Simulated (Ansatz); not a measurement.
Crystal: TiSi2.

```
Ti Si
1.0
     0.00000    4.11752    4.26290
     2.38951    0.00000    4.26290
     2.38951    4.11752    0.00000
Ti Si
2 4
Direct
  0.75000 0.75000 0.75000
  0.50000 0.50000 0.50000
  0.41257 0.08743 0.41257
  0.08743 0.41257 0.08743
  0.16257 0.83743 0.16257
  0.83743 0.16257 0.83743
```

The cell is a database's computed one.

* Program: Ansatz 0.2.0
* Task: relaxation of cell and atoms
* Functional: PBEsol
* Potentials or basis: Ansatz PAW
* Cutoff: 420 eV (not typed: the program's choice for these potentials)
* k mesh: 5 × 5 × 5
* Occupations: fermi-dirac, width 0.05 eV
* Spin: no spin polarisation
* Hubbard terms: Ti d U = 5 eV

At the start: volume 13.98 Å³/atom.

Question: How do energy, volume and symmetry change on relaxing?

Answer: It ends after 7 steps and the volume is 14.23 Å³/atom (+1.8 %); space group Fddd (No. 70, to 0.05 Å).

The path:
| step | energy change (eV) | largest force (eV/Å) | volume (Å³) |
| --- | --- | --- | --- |
| 1 | 0.0000 | 0.1501 | 83.88 |
| 2 | -0.0159 | 0.0807 | 85.47 |
| 3 | -0.0177 | 0.0425 | 85.47 |
| 4 | -0.0188 | 0.0011 | 85.40 |
| 5 | -0.0188 | 0.0013 | 85.38 |
| 6 | -0.0188 | 0.0001 | 85.38 |
| 7 | -0.0191 | 0.0000 | 85.38 |

Final structure:
```
Ti Si
1.0
     0.00000    4.15174    4.28148
     2.40165    0.00000    4.28148
     2.40165    4.15174    0.00000
Ti Si
2 4
Direct
  0.75000 0.75000 0.75000
  0.50000 0.50000 0.50000
  0.40907 0.09093 0.40907
  0.09093 0.40907 0.09093
  0.15907 0.84093 0.15907
  0.84093 0.15907 0.84093
```

Caveat: the plane-wave basis is chosen anew once the cell has moved, so the energies of steps on either side of that aren't comparable; U without spin polarisation on a metal has little footing; the PAW data sets come from PBE, with cores solved anew for the run's functional, which leaves a small shift of forces and pressure; the U is typed as a test and isn't derived for this compound.
